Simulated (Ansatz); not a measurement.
Crystal: W, simple cubic type, 1 atom in the cell.

Theory: PBE, plane waves, PAW datasets (generated soft set 1) (Ansatz).

Cutoff 700 eV; k-mesh 21×21×21 Γ-centred; Fermi–Dirac smearing of 0.0612 eV; no spin polarisation; no spin–orbit coupling.

```tsv
V (Å³/atom)	a (Å)	E − E(min) (meV/atom)	P (GPa)
17.335	2.5881	40.54	13.57
17.704	2.6063	15.62	8.17
18.073	2.6243	2.50	3.31
18.441	2.6420	0.00	-1.06
18.810	2.6595	7.07	-5.01
19.179	2.6768	22.76	-8.56
19.548	2.6938	46.22	-11.77
```

Question: Fit a third-order Birch–Murnaghan equation of state to the energies.

Answer: V₀ = 18.348 Å³/atom (a₀ = 2.638 Å), B₀ = 212 GPa, B₀′ = 4.19.

The published all-electron PBE values for this crystal (mean of FLEUR and WIEN2k, k-spacing 0.06 Å⁻¹; Bosoni et al., Nat. Rev. Phys. 6, 45 (2024)) are V₀ = 18.370 Å³/atom, B₀ = 213.1 GPa, B₀′ = 4.15. This run's mesh is coarser (spacing 0.11 Å⁻¹), so part of any difference comes from k-sampling.

The stress includes the program's correction for the finite plane-wave basis.

This cubic structure is a model: it isn't the usual form of the substance at ambient conditions, and such phases are metastable or hypothetical. The k-mesh is modest, so these values aren't fully converged in k.
